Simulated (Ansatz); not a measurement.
AlNi3 (Pm-3m), two-dimensional strain map

All numbers below come from DFT PBE, scalar-relativistic, plane waves, PAW (Ansatz). Settings: plane waves to 420 eV, k-mesh 14×14×14 (Γ-centred), Gaussian smearing 0.15 eV. Collinear spins, started from moments 0.0, 0.3, 0.3, 0.3 μB in atom order; the magnetic state may not be the lowest. Energies are free energies at this smearing, counted from the undisturbed cell; pressure is positive in compression.

Reference structure (relaxed at this level; it needn't be the usual structure):

```
CELL_PARAMETERS angstrom
3.56668 0.00000 0.00000
0.00000 3.56668 0.00000
0.00000 0.00000 3.56668
ATOMIC_POSITIONS crystal
Al 0.00000 0.00000 0.00000
Ni 0.00000 0.50000 0.50000
Ni 0.50000 0.00000 0.50000
Ni 0.50000 0.50000 0.00000
```

The cell is strained by p along both x and y and by q along z, fractional coordinates fixed. Points are written (p, q).

Energy above the undisturbed cell in meV/atom (a dash: not computed):

| p \ q | -0.080 | 0.000 | 0.080 |
| --- | --- | --- | --- |
| -0.080 | 499.9 | 228.7 | 141.8 |
| 0.000 | 61.1 | 0.0 | 49.2 |
| 0.080 | 62.6 | 142.1 | – |

Pressure in GPa:

| p \ q | -0.080 | 0.000 | 0.080 |
| --- | --- | --- | --- |
| -0.080 | 80.3 | 44.8 | 22.1 |
| 0.000 | 18.5 | 0.0 | -11.4 |
| 0.080 | -10.6 | -19.4 | – |